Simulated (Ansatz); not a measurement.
# Tc under changes of volume

One of the cells (14.297 Å³/atom); the others are scaled copies at fixed shape and fractional positions:

```xyz
2
Lattice="2.7400 0.0000 0.0000 -1.3700 2.3729 0.0000 0.0000 0.0000 4.3980" Properties=species:S:1:pos:R:3 pbc="T T T"
Tc    1.3700    0.7910    3.2985
Tc    0.0000    1.5819    1.0995
```

| Quantity | Value |
| --- | --- |
| Program | Ansatz 0.2.0 |
| Functional | PBE |
| Potentials or basis | all-electron LAPW, scalar-relativistic |
| Cutoff | 280 eV (chosen from the basis error) |
| Basis error allowed | 0.0005 eV/atom |
| k mesh | 11 × 11 × 6 |
| Occupations | fermi-dirac, width 0.05 eV |
| Spin | no spin polarisation |

| volume (Å³/atom) | energy over the lowest point (meV/atom) | pressure (GPa) |
| --- | --- | --- |
| 13.440 | 71.39 | 25.0 |
| 13.726 | 34.21 | 16.8 |
| 14.011 | ? | ? |
| 14.297 | 0.00 | 2.9 |
| 14.583 | 0.27 | -3.0 |
| 14.869 | 10.56 | -8.3 |
| 15.155 | 29.83 | -13.1 |

Q: What does the run at 14.011 Å³/atom give?

A: Energy over the lowest point 10.89 meV/atom; pressure 9.5 GPa.

Worked out: A Birch-Murnaghan fit of order 3 (a polynomial in V^(-2/3)) to the other rows has its minimum at 14.43 Å³/atom with B0 = V·E''(V) = 300 GPa and B' = 4.4 at fixed shape and positions, which overstates the stiffness. It gives 10.94 meV/atom at 14.011 Å³/atom, against the run's 10.89, and -dE/dV = 9.5 GPa, against 9.5.

Energies are extrapolated to zero smearing.
